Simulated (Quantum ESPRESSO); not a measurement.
## MnS (Rambergite): parallel and opposed starts

Aim: find out which collinear order of MnS (Rambergite) costs least.

Program: Quantum ESPRESSO 7.5. Level of theory: PBE with U = 4 eV on Mn d (ortho-atomic projectors); plane waves with GBRV 1.5 PBE potentials, no spin-orbit coupling. Results are calculated unless marked as measured.

Report form: the programs' logs are mostly left out.

The database entry behind the starting cell differs from later determinations by our own check (about 0.3 % short against later determinations), so it need not match the best structure at ambient conditions.

**1. Set-up**

The structure is hexagonal, space group P6_3mc (No. 186). The conventional cell has a = 3.976 Å, b = 3.976 Å, c = 6.432 Å, α = 90.00°, β = 90.00°, γ = 120.00°. Mn has 4 S at 2.41 to 2.48 Å nearest. Nearest to S lie 4 Mn at 2.41 to 2.48 Å. Farther neighbours and most contacts between anions are not listed.

The cell comes from the Crystallography Open Database.

**2. Run 1 (ferro ++)**

The signs are those of the starting moments on the seeded atoms, the atoms that are given a moment.

pw.in

```
&CONTROL
  calculation = 'scf'
  prefix = 'pwscf'
  outdir = './tmp'
  pseudo_dir = './pseudo'
  disk_io = 'nowf'
/
&SYSTEM
  ibrav = 0
  celldm(1) = 8
  nat = 4
  ntyp = 2
  ecutwfc = 40
  ecutrho = 280
  nbnd = 34
  occupations = 'smearing'
  smearing = 'fd'
  degauss = 0.00367493
  nspin = 2
  starting_magnetization(1) = 0.3
  starting_magnetization(2) = 0
/
&ELECTRONS
  conv_thr = 8d-09
  electron_maxstep = 150
  mixing_beta = 0.3
/
ATOMIC_SPECIES
Mn     54.9380 mn_pbe_v1.5.uspp.F.UPF
S      32.0600 s_pbe_v1.4.uspp.F.UPF
CELL_PARAMETERS alat
   0.9391938839390    0.0000000000000    0.0000000000000
  -0.4695969419695    0.8133657625591    0.0000000000000
   0.0000000000000    0.0000000000000    1.5193398041991
ATOMIC_POSITIONS crystal
Mn      0.3333333333    0.6666666667    0.0000000000
Mn      0.6666666667    0.3333333333    0.5000000000
S       0.3333333333    0.6666666667    0.3850000000
S       0.6666666667    0.3333333333    0.8850000000
K_POINTS automatic
8 8 4 0 0 0
HUBBARD {ortho-atomic}
U Mn-3d 4.0000
```

Launch:

```console
$ OMP_NUM_THREADS=1 mpirun -n 4 pw.x -nk 4 -in pw.in > pw.out
```

Elapsed: 23 s, on 4 MPI ranks of Intel Xeon Platinum 8488C (Sapphire Rapids), shared host; peak memory 0.59 GiB.

Spin moment in the atom's sphere by atom:

| atom | spin moment in the atom's sphere (μB) |
| --- | --- |
| Mn1 | 4.36 |
| Mn2 | 4.36 |
| S3 | 0.05 |
| S4 | 0.05 |

Numbers from this step:

| Quantity | Value |
| --- | --- |
| smearing term TS | 8.28e-9 eV |
| magnetization | 10 μB |
| absolute magnetization | 10 μB |
| final state | ferromagnetic |

Spin density in the ac plane at fractional y = 0.333, with atoms of Mn and S within 0.2 Å of it.

Ten even steps from '0' (0.0 e/Å³) to '9' (6.9 e/Å³), each cell a mean:
```
00000000000000
00000000000000
00000000000000
00000000000000
00000000000000
00000000000000
00000000000000
00000000000000
00000000111000
00000001464100
00000002797200
00000001585100
00000000222000
00000000000000
00000000000000
00000000000000
00000000000000
00000000000000
00000000000000
00000000000000
00000000000000
00000000000000
```
Columns run along a (4.0 Å), rows up along c (6.4 Å). Atoms in or near the plane, at fractional coordinates: Mn at (0.67, 0.50), S at (0.67, 0.88).

Valence density in the ac plane at fractional y = 0.333, with atoms of Mn and S within 0.2 Å of it. It is the smooth field of the valence electrons, not physical close to the nuclei.

Values in e/Å³, 22 rows by 14 columns, each cell a mean:
```
 0  0  0  0  0  0  1  1  1  1  1  1  1  0
 0  0  0  0  0  0  1  1  1  1  1  1  1  0
 0  0  0  0  0  0  1  1  1  1  1  1  1  0
 0  0  0  0  0  0  1  1  1  1  1  1  1  0
 0  0  0  0  0  0  0  1  1  1  1  1  0  0
 0  0  0  0  0  0  0  0  1  1  1  0  0  0
 0  0  0  0  0  0  0  0  0  0  0  0  0  0
 0  0  0  0  0  0  0  0  0  1  0  0  0  0
 0  0  0  0  0  0  0  1  2  3  2  1  0  0
 0  0  0  0  0  0  1  3 10 15 10  3  1  0
 0  0  0  0  0  0  1  5 17 12 17  5  1  0
 0  0  0  0  0  0  1  4 14 17 14  4  1  0
 0  0  0  0  0  0  0  1  5  7  4  1  0  0
 0  0  0  0  0  0  0  0  1  1  1  0  0  0
 0  0  0  0  0  0  0  0  0  0  0  0  0  0
 0  0  0  0  0  0  0  0  0  0  0  0  0  0
 0  0  0  0  0  0  0  0  0  0  0  0  0  0
 0  0  0  0  0  0  0  0  0  0  0  0  0  0
 0  0  0  0  0  0  0  0  0  0  0  0  0  0
 0  0  0  0  0  0  0  0  0  0  0  0  0  0
 0  0  0  0  0  0  0  0  0  0  0  0  0  0
 0  0  0  0  0  0  0  1  1  1  1  1  0  0
```
Columns run along a (4.0 Å), rows up along c (6.4 Å). Atoms in or near the plane, at fractional coordinates: Mn at (0.67, 0.50), S at (0.67, 0.88).

**3. Run 2, typed as antiferro +−**

Changes to pw.in since step 2:

```diff
@@ -11,6 +11,6 @@
   nat = 4
-  ntyp = 2
+  ntyp = 3
   ecutwfc = 40
   ecutrho = 280
-  nbnd = 34
+  nbnd = 30
   occupations = 'smearing'
@@ -20,3 +20,4 @@
   starting_magnetization(1) = 0.3
-  starting_magnetization(2) = 0
+  starting_magnetization(2) = -0.3
+  starting_magnetization(3) = 0
 /
@@ -28,3 +29,4 @@
 ATOMIC_SPECIES
-Mn     54.9380 mn_pbe_v1.5.uspp.F.UPF
+Mn1    54.9380 mn_pbe_v1.5.uspp.F.UPF
+Mn2    54.9380 mn_pbe_v1.5.uspp.F.UPF
 S      32.0600 s_pbe_v1.4.uspp.F.UPF
@@ -35,4 +37,4 @@
 ATOMIC_POSITIONS crystal
-Mn      0.3333333333    0.6666666667    0.0000000000
-Mn      0.6666666667    0.3333333333    0.5000000000
+Mn1     0.3333333333    0.6666666667    0.0000000000
+Mn2     0.6666666667    0.3333333333    0.5000000000
 S       0.3333333333    0.6666666667    0.3850000000
@@ -42,2 +44,3 @@
 HUBBARD {ortho-atomic}
-U Mn-3d 4.0000
+U Mn1-3d 4.0000
+U Mn2-3d 4.0000
```

Run time: 32 s. Hardware: 4 MPI ranks; peak memory 0.62 GiB.

Spin moment in the atom's sphere by atom:

| atom | spin moment in the atom's sphere (μB) |
| --- | --- |
| Mn1 | 4.31 |
| Mn2 | -4.31 |
| S3 | -0.02 |
| S4 | 0.02 |

Numbers from this step:

- smearing term TS: 1.33e-11 eV
- magnetization: 0 μB
- absolute magnetization: 9.755 μB
- final state: antiferromagnetic

Spin density in the ac plane at fractional y = 0.333, with atoms of Mn and S within 0.2 Å of it.

Ten even steps from '_' (-6.8 e/Å³) to '@' (0.1 e/Å³), each cell a mean:
```
@@@@@@@@@@@@@@@@@@@@@@@@@@@@
@@@@@@@@@@@@@@@@@@@@@@@@@@@@
@@@@@@@@@@@@@@@@@@@@@@@@@@@@
@@@@@@@@@@@@@@@@@@@@@@@@@@@@
@@@@@@@@@@@@@@@@@@@@@@@@@@@@
@@@@@@@@@@@@@@@@@@@@@@@@@@@@
@@@@@@@@@@@@@@@@@@@@@@@@@@@@
@@@@@@@@@@@@@@@@@@@@@@@@@@@@
@@@@@@@@@@@@@@@@%%%%%%@@@@@@
@@@@@@@@@@@@@@%%++--++%%@@@@
@@@@@@@@@@@@@@##::__::##@@@@
@@@@@@@@@@@@@@%%==..==%%@@@@
@@@@@@@@@@@@@@@@##**##@@@@@@
@@@@@@@@@@@@@@@@@@@@@@@@@@@@
@@@@@@@@@@@@@@@@@@@@@@@@@@@@
@@@@@@@@@@@@@@@@@@@@@@@@@@@@
@@@@@@@@@@@@@@@@@@@@@@@@@@@@
@@@@@@@@@@@@@@@@@@@@@@@@@@@@
@@@@@@@@@@@@@@@@@@@@@@@@@@@@
@@@@@@@@@@@@@@@@@@@@@@@@@@@@
@@@@@@@@@@@@@@@@@@@@@@@@@@@@
@@@@@@@@@@@@@@@@@@@@@@@@@@@@
```
Columns run along a (4.0 Å), rows up along c (6.4 Å). Atoms in or near the plane, at fractional coordinates: Mn at (0.67, 0.50), S at (0.67, 0.88).

Valence density in the ac plane at fractional y = 0.333, with atoms of Mn and S within 0.2 Å of it. It is the smooth field of the valence electrons, not physical close to the nuclei.

Values in e/Å³, 22 rows by 14 columns, each cell a mean:
```
 0  0  0  0  0  0  1  1  1  1  1  1  1  0
 0  0  0  0  0  0  1  1  1  1  1  1  1  0
 0  0  0  0  0  0  1  1  1  1  1  1  1  0
 0  0  0  0  0  0  1  1  1  1  1  1  1  0
 0  0  0  0  0  0  0  1  1  1  1  1  0  0
 0  0  0  0  0  0  0  0  1  1  1  0  0  0
 0  0  0  0  0  0  0  0  0  0  0  0  0  0
 0  0  0  0  0  0  0  0  0  1  0  0  0  0
 0  0  0  0  0  0  0  1  2  3  2  1  0  0
 0  0  0  0  0  0  1  3 10 15 10  3  1  0
 0  0  0  0  0  0  1  5 17 12 17  5  1  0
 0  0  0  0  0  0  1  4 14 17 14  4  1  0
 0  0  0  0  0  0  0  1  5  7  4  1  0  0
 0  0  0  0  0  0  0  0  1  1  1  0  0  0
 0  0  0  0  0  0  0  0  0  0  0  0  0  0
 0  0  0  0  0  0  0  0  0  0  0  0  0  0
 0  0  0  0  0  0  0  0  0  0  0  0  0  0
 0  0  0  0  0  0  0  0  0  0  0  0  0  0
 0  0  0  0  0  0  0  0  0  0  0  0  0  0
 0  0  0  0  0  0  0  0  0  0  0  0  0  0
 0  0  0  0  0  0  0  0  0  0  0  0  0  0
 0  0  0  0  0  0  0  1  1  1  1  1  0  0
```
Columns run along a (4.0 Å), rows up along c (6.4 Å). Atoms in or near the plane, at fractional coordinates: Mn at (0.67, 0.50), S at (0.67, 0.88).

**4. Run 3, typed as antiferro q=(0,1/2,0) +−−+**

This order needs a doubled cell of 8 atoms. The wavevector q is in fractions of the reciprocal vectors of the crystal's primitive cell, as the cells of these inputs are built from it; moments change sign between cells as cos(2π q·R).

pw.in

```
&CONTROL
  calculation = 'scf'
  prefix = 'pwscf'
  outdir = './tmp'
  pseudo_dir = './pseudo'
  disk_io = 'nowf'
/
&SYSTEM
  ibrav = 0
  celldm(1) = 8
  nat = 8
  ntyp = 3
  ecutwfc = 40
  ecutrho = 280
  nbnd = 55
  occupations = 'smearing'
  smearing = 'fd'
  degauss = 0.00367493
  nspin = 2
  starting_magnetization(1) = 0.3
  starting_magnetization(2) = -0.3
  starting_magnetization(3) = 0
/
&ELECTRONS
  conv_thr = 1.6d-08
  electron_maxstep = 150
  mixing_beta = 0.3
/
ATOMIC_SPECIES
Mn1    54.9380 mn_pbe_v1.5.uspp.F.UPF
Mn2    54.9380 mn_pbe_v1.5.uspp.F.UPF
S      32.0600 s_pbe_v1.4.uspp.F.UPF
CELL_PARAMETERS alat
   0.9391938839390    0.0000000000000    0.0000000000000
  -0.9391938839390    1.6267315251181    0.0000000000000
   0.0000000000000    0.0000000000000    1.5193398041991
ATOMIC_POSITIONS crystal
Mn1     0.3333333333    0.3333333334    0.0000000000
Mn2     0.3333333333    0.8333333333    0.0000000000
Mn2     0.6666666667    0.1666666666    0.5000000000
Mn1     0.6666666667    0.6666666666    0.5000000000
S       0.3333333333    0.3333333334    0.3850000000
S       0.3333333333    0.8333333333    0.3850000000
S       0.6666666667    0.1666666666    0.8850000000
S       0.6666666667    0.6666666666    0.8850000000
K_POINTS automatic
8 4 4 0 0 0
HUBBARD {ortho-atomic}
U Mn1-3d 4.0000
U Mn2-3d 4.0000
```

Elapsed: 2.8 min, on 4 MPI ranks; peak memory 1.2 GiB; 11 min of CPU time.

Spin moment in the atom's sphere by atom:

| atom | spin moment in the atom's sphere (μB) |
| --- | --- |
| Mn1 | 4.29 |
| Mn2 | -4.29 |
| Mn3 | -4.29 |
| Mn4 | 4.29 |
| S5 | 0.00 |
| S6 | 0.00 |
| S7 | 0.00 |
| S8 | 0.00 |

Numbers from this step:

```
smearing term TS       : 7.27e-14 eV
magnetization          : 0 μB
absolute magnetization : 19.35 μB
final state            : antiferromagnetic
```

**5. Run 4 (antiferro q=(0,1/2,0) +−+−)**

The cell is doubled to 8 atoms to hold this order.

Changes to pw.in since step 4:

```diff
@@ -39,4 +39,4 @@
 Mn2     0.3333333333    0.8333333333    0.0000000000
-Mn2     0.6666666667    0.1666666666    0.5000000000
-Mn1     0.6666666667    0.6666666666    0.5000000000
+Mn1     0.6666666667    0.1666666666    0.5000000000
+Mn2     0.6666666667    0.6666666666    0.5000000000
 S       0.3333333333    0.3333333334    0.3850000000
```

Wall time 2.1 min (4 MPI ranks); peak memory 1.2 GiB.

This step gave:

* smearing term TS: 2.56e-12 eV
* magnetization: 0 μB
* absolute magnetization: 19.43 μB
* final state: antiferromagnetic
* largest moment: 4.303 μB

**6. Start 5: antiferro q=(0,0,1/2) +−+−**

This order needs a doubled cell of 8 atoms.

pw.in

```
&CONTROL
  calculation = 'scf'
  prefix = 'pwscf'
  outdir = './tmp'
  pseudo_dir = './pseudo'
  disk_io = 'nowf'
/
&SYSTEM
  ibrav = 0
  celldm(1) = 8
  nat = 8
  ntyp = 3
  ecutwfc = 40
  ecutrho = 280
  nbnd = 55
  occupations = 'smearing'
  smearing = 'fd'
  degauss = 0.00367493
  nspin = 2
  starting_magnetization(1) = 0.3
  starting_magnetization(2) = -0.3
  starting_magnetization(3) = 0
/
&ELECTRONS
  conv_thr = 1.6d-08
  electron_maxstep = 150
  mixing_beta = 0.3
/
ATOMIC_SPECIES
Mn1    54.9380 mn_pbe_v1.5.uspp.F.UPF
Mn2    54.9380 mn_pbe_v1.5.uspp.F.UPF
S      32.0600 s_pbe_v1.4.uspp.F.UPF
CELL_PARAMETERS alat
   0.9391938839390    0.0000000000000    0.0000000000000
  -0.4695969419695    0.8133657625591    0.0000000000000
   0.0000000000000    0.0000000000000    3.0386796083982
ATOMIC_POSITIONS crystal
Mn1     0.3333333333    0.6666666667    0.0000000000
Mn2     0.3333333333    0.6666666667    0.5000000000
Mn1     0.6666666667    0.3333333333    0.2500000000
Mn2     0.6666666667    0.3333333333    0.7500000000
S       0.3333333333    0.6666666667    0.1925000000
S       0.3333333333    0.6666666667    0.6925000000
S       0.6666666667    0.3333333333    0.4425000000
S       0.6666666667    0.3333333333    0.9425000000
K_POINTS automatic
8 8 2 0 0 0
HUBBARD {ortho-atomic}
U Mn1-3d 4.0000
U Mn2-3d 4.0000
```

It took 82 s on 4 MPI ranks; peak memory 1 GiB; 5.5 min of CPU time.

Read from the output:

```
smearing term TS       : 2.23e-10 eV
magnetization          : 0 μB
absolute magnetization : 19.68 μB
final state            : antiferromagnetic
largest moment         : 4.332 μB
```

**7. Run 6 (no spin polarisation)**

pw.in

```
&CONTROL
  calculation = 'scf'
  prefix = 'pwscf'
  outdir = './tmp'
  pseudo_dir = './pseudo'
  disk_io = 'nowf'
/
&SYSTEM
  ibrav = 0
  celldm(1) = 8
  nat = 4
  ntyp = 2
  ecutwfc = 40
  ecutrho = 280
  nbnd = 30
  occupations = 'smearing'
  smearing = 'fd'
  degauss = 0.00367493
/
&ELECTRONS
  conv_thr = 8d-09
  electron_maxstep = 150
  mixing_beta = 0.3
/
ATOMIC_SPECIES
Mn     54.9380 mn_pbe_v1.5.uspp.F.UPF
S      32.0600 s_pbe_v1.4.uspp.F.UPF
CELL_PARAMETERS alat
   0.9391938839390    0.0000000000000    0.0000000000000
  -0.4695969419695    0.8133657625591    0.0000000000000
   0.0000000000000    0.0000000000000    1.5193398041991
ATOMIC_POSITIONS crystal
Mn      0.3333333333    0.6666666667    0.0000000000
Mn      0.6666666667    0.3333333333    0.5000000000
S       0.3333333333    0.6666666667    0.3850000000
S       0.6666666667    0.3333333333    0.8850000000
K_POINTS automatic
8 8 4 0 0 0
HUBBARD {ortho-atomic}
U Mn-3d 4.0000
```

Elapsed: 16 s, on 4 MPI ranks; peak memory 0.49 GiB.

Numbers from this step:

```yaml
smearing_term_ts: 0.02099 eV
final_state: non-magnetic (no spin polarisation)
```

**8. Energies of the orders**

An order is kept where moments of 0.15 μB or more survive with the typed signs; meshes match where a doubled cell samples the same k points as the first cell.

Orders:

| start | final state | typed order kept | energy over the lowest (meV a seeded atom) | largest site moment (μB) | net moment (μB a cell of the first run) | mesh matched | CPU time (s) |
| --- | --- | --- | --- | --- | --- | --- | --- |
| ferro ++ | ferromagnetic | yes | 90.99 | 4.356 | 10 | yes | 92.28 |
| antiferro +- | antiferromagnetic | yes | 34.41 | 4.313 | 0 | yes | 128.3 |
| antiferro q=(0,1/2,0) +--+ | antiferromagnetic | yes | 0 | 4.29 | 0 | yes | 660.4 |
| antiferro q=(0,1/2,0) +-+- | antiferromagnetic | yes | 18.59 | 4.303 | 0 | yes | 496.9 |
| antiferro q=(0,0,1/2) +-+- | antiferromagnetic | yes | 59.39 | 4.332 | 0 | yes | 328.4 |
| no spin polarisation | non-magnetic | - | 4375 | 0 | 0 | yes | 61.17 |

**9. Occupations of the corrected shells in the lowest state**

Occupations of the Hubbard shells:

| block | type | shell | spin | electrons | occupation numbers |
| --- | --- | --- | --- | --- | --- |
| 1 | Mn1 | 3d | up | 4.949 | 0.985 0.986 0.988 0.995 0.995 |
| 1 | Mn1 | 3d | down | 0.3039 | 0.027 0.030 0.080 0.081 0.086 |
| 2 | Mn2 | 3d | up | 0.3039 | 0.027 0.030 0.080 0.081 0.086 |
| 2 | Mn2 | 3d | down | 4.949 | 0.985 0.986 0.988 0.995 0.995 |
| 3 | Mn2 | 3d | up | 0.3039 | 0.027 0.030 0.080 0.081 0.086 |
| 3 | Mn2 | 3d | down | 4.949 | 0.985 0.986 0.988 0.995 0.995 |
| 4 | Mn1 | 3d | up | 4.949 | 0.985 0.986 0.988 0.995 0.995 |
| 4 | Mn1 | 3d | down | 0.3039 | 0.027 0.030 0.080 0.081 0.086 |

**10. Outcome**

```
lowest state found                       : antiferromagnetic (from antiferro q=(0,1/2,0) +--+)
largest site moment                      : 4.29 μB
next state with moments                  : antiferromagnetic, 18.6 meV a seeded atom higher
state without moments (under the same U) : 4375 meV a seeded atom higher
```

What this shows: Under a U the spinless run pays the Hubbard penalty of a partly filled shell, so its energy overstates what forming the moments gains. Only these 6 starts were compared; other wavevectors, canted and longer-period orders were not.

[Logs and program files are shortened in this print: banners, set-up blocks, solver, clock and traceback lines can be left out without a mark of their own.]

[Logs are printed without paths, hosts, clocks, repeated set-up lines and the standing remarks that a program may print on its own settings, such as how far it seeks lower states.]

[Hosts, paths, dates, database ids (printed as entryN), source tags and the programs' standing remarks are cut or masked in the printed files.]

[Where a cell is said to come from a database of computed structures, the database is the Materials Project.]
